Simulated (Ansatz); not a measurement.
Elastic constants of AlN at 35 GPa (stress–strain coefficients): input and output

These are results of DFT PBEsol, scalar-relativistic, plane waves, PAW in Ansatz 0.2.0, not measurements.

Launched with:
```bash
ansatz run input.yaml --threads 1 --pin off --max-ram 3072MiB --backend cpu --events-out ev --progress --plain --runs-dir out
```

Input (bare energies are in eV):
```yaml
crystal:
  lattice:
    - [0.0, 2.0926605048, 2.0926605048]
    - [2.0926605048, 0.0, 2.0926605048]
    - [2.0926605048, 2.0926605048, 0.0]
  atoms:
    - { symbol: Al, position: [0.0, 0.0, 0.0] }
    - { symbol: "N", position: [0.75, 0.75, 0.75] }
basis:
  ecutwfc: 420
kpoints:
  mp_grid: { grid: [10, 10, 10] }
hamiltonian:
  xc: pbesol
scf:
  occupations: { method: fixed }
output:
  forces: true
  stress: true
  eigenvalues: true
  polarization: {}
elastic:
  mode: relaxed_ion
  stencil: two_point
```

From the output:
```
--- Elastic constants: 2 strain directions × 2 members + reference (group order 24) ---
  dense FFT box of the reference and of every strained cell: 20×20×20
  strains applied: 11, 23; error gains: componentwise 1.00 (the most a stress slope's error grows in a printed constant), spectral 1.73 (1 for all six strains in a standard setting)
  C = ∂σ_k/∂η_j (tension-positive GPa; Voigt order 11 22 33 23 13 12):
       396.226    291.059    291.059     -0.000      0.000      0.000
       291.059    396.226    291.059     -0.000     -0.000      0.000
       291.059    291.059    396.226     -0.000      0.000     -0.000
         0.000      0.000      0.000    196.546      0.000     -0.000
        -0.000     -0.000      0.000     -0.000    196.546     -0.000
         0.000     -0.000     -0.000     -0.000     -0.000    196.546
  reference stress σ⁰ (GPa):    -34.997    -34.997    -34.997     -0.000      0.000     -0.000
  C* (energy form; C + prestress term) asymmetry max|C*_kj − C*_jk| = 1.705e-13 GPa — a small one proves nothing (zero by symmetry where the batch's group is 432, −43m or m−3m); a large one is finite-difference/SCF noise where every solve ...
  moduli (Voigt/Reuss/Hill, GPa): K = 326.11/326.11/326.11   G = 138.96/93.81/116.39   E = 312.04   ν = 0.341
  mechanically stable: yes (min eigenvalue of sym C = 105.17 GPa)
  e, the proper piezoelectric tensor (elastic.mode: relaxed_ion; C/m²; rows x y z; Voigt order 11 22 33 23 13 12):
      -0.00000    0.00000    0.00000   -1.24084    0.00000    0.00000
       0.00000    0.00000   -0.00000   -0.00000   -1.24084    0.00000
       0.00000   -0.00000   -0.00000   -0.00000    0.00000   -1.24084
  ±, each entry's uncertainty from the finite density of the strings (C/m²), an estimate: the size of the correction for it that the entry includes:
       0.00000    0.00000    0.00000    0.00078    0.00000    0.00000
       0.00000    0.00000    0.00000    0.00000    0.00078    0.00000
       0.00000    0.00000    0.00000    0.00000    0.00000    0.00078
  the group's symmetry takes up to 5.5e-9 C/m² out of the measured responses: error of the strings' finite density and of the mesh across them, as far as it breaks the symmetry (raise kpoints.mp_grid and any string_points); the largest step ...
  strain η (Voigt 11):  stress-route row diagonal C_11 = 396.23 GPa, energy-path curvature d²(F+E_count+ΔE)/dδ²/Ω₀ = 396.95 GPa
         δ    σ_11 (GPa) F (eV) n_scf n_hpsi n_pw
    -2.000e-3     -35.7885        -905.6465477       7   16650    368   relax 0 steps, max|allowed force component| 1.39e-16 eV/Å
     2.000e-3     -34.2036        -905.6625609       7   16645    368   relax 0 steps, max|allowed force component| 1.39e-16 eV/Å
  strain η (Voigt 23):  stress-route row diagonal C_44 = 196.55 GPa, energy-path curvature d²(F+E_count+ΔE)/dδ²/Ω₀ = 214.49 GPa
         δ    σ_23 (GPa) F (eV) n_scf n_hpsi n_pw
    -2.000e-3      -0.3931        -905.6546026       9   26845    368   relax 3 steps, max|allowed force component| 2.85e-7 eV/Å
     2.000e-3       0.3931        -905.6546026       9   26844    368   relax 3 steps, max|allowed force component| 2.83e-7 eV/Å
--- Formal polarisation (Berry phase): one branch of a lattice of values; only differences between neighbouring runs are physical ---
  axis mesh electronic ionic p = total spread (rad) least overlap resolved gap  δp at fixed H ≤   (phases in cycles; p mod 1; gap in eV; gap and δp judge the states as solved, not the mesh's step, its ...
  b1    10×10×10        0.00000000     3.75000000     3.75000000      0.061259         0.9410        5.1669           6.3e-7
  b2    10×10×10       -0.00000000     3.75000000     3.75000000      0.061259         0.9410        5.1669           6.3e-7
  b3    10×10×10       -0.00000000     3.75000000     3.75000000      0.061259         0.9410        5.1669           6.3e-7
  quantum along a1:   0.16146836 e/Å² =   258.700841 µC/cm²
  quantum along a2:   0.16146836 e/Å² =   258.700841 µC/cm²
  quantum along a3:   0.16146836 e/Å² =   258.700841 µC/cm²
  P = (  0.85631532,   0.85631532,   0.85631532) e/Å² = ( 1371.968391,  1371.968391,  1371.968391) µC/cm²  (mod the quanta)
```

Time: 13 s on 1 thread of AMD EPYC 9R45 96-Core Processor (Zen 5), with other jobs on the host, peak memory 0.39 GiB.

Other phases may be more stable at this pressure.

This zinc-blende form isn't the usual stable structure of the compound at low pressure.